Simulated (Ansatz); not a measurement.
Ti: energy along a strain

Ti, Im-3m, a = 3.256 Å. This isn't the element's structure at ambient conditions. Ansatz: PBE, PAW, 420 eV, Γ-centred 26×26×26 mesh on 1 atom, Gaussian smearing 0.15 eV; no spin polarisation. Cell vectors (Å): -1.628 1.628 1.628; 1.628 -1.628 1.628; 1.628 1.628 -1.628. The cell is strained by x per cent times the pattern (0 1 0 0 0 0) in the order xx yy zz yz xz xy (engineering shears), with fractional coordinates held. y is the free energy over the start, V0 = 17.251 Å³/atom. Points with a strain past 8.5 % were computed too (3) and aren't used here.

| x (%) | y (meV/atom) |
| --- | --- |
| -7.50 | ? |
| -5.00 | 13.50 |
| -2.50 | 3.37 |
| 0.00 | 0.00 |
| 2.50 | 2.72 |
| 5.00 | 10.78 |
| 7.50 | 23.45 |

Q: Fit y = c1 x + c2 x² + c3 x³ to the other rows, get the stiffness along the pattern, and predict the missing energy.

A: Least squares on the rows shown. y = −0.079271 x + 0.48560 x² − 0.0077462 x³. The clamped-ion stiffness p·C·p = 2 × 4.856 eV × 160.2 / 17.251 Å³ = 90 GPa, which is C22 in these axes (C11 of the cubic crystal); c1 is there for the stress left in the start, which by itself gives a slope of -0.08 meV/atom per %. The pressures of the same runs give B = −dP/dε = 107 GPa; in a cubic crystal a longitudinal stiffness under B means a negative shear constant, so this lattice is unstable. At x = -7.50 the fit asked for gives 31.18 meV/atom. The run gave 31.10 meV/atom, so the fit is 0.08 meV/atom too high, a small miss on the scale of the series.

Cost: 10 runs of about 1.5 core-minutes in all, on AMD EPYC 7R13 Processor (Zen 3) (shared hosts).